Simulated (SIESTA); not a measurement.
ZrN in SIESTA: the effect of basis

Crystal: ZrN.

```
Zr N
1.0
     0.00000    2.30000    2.30000
     2.30000    0.00000    2.30000
     2.30000    2.30000    0.00000
Zr N
1 1
Direct
  0.50000 0.50000 0.50000
  0.00000 0.00000 0.00000
```

Alike in all runs:

| Property | Result |
| --- | --- |
| Program | SIESTA 5.4.2 |
| Task | single point |
| Functional | PBE |
| Potentials or basis | PseudoDojo 0.4 standard (PBE files) |
| Grid cutoff | 800 Ry |
| Energy shift | 0.003 Ry |
| k mesh | 10 × 10 × 10 |
| Occupations | fermi-dirac, width 0.05 eV |
| Spin | no spin polarisation |

```tsv
basis	pressure (GPa)
SZ	0.9
SZP	?
DZ	3.7
DZP	2.9
DZDP	2.0
TZP	1.6
TZDP	1.6
```

Task: What does the run with basis SZP give?

Result: Pressure 4.9 GPa.

Caveats: the basis of atomic orbitals isn't converged, which shifts pressures, moduli and gaps; the basis has no polarisation orbitals (some runs).
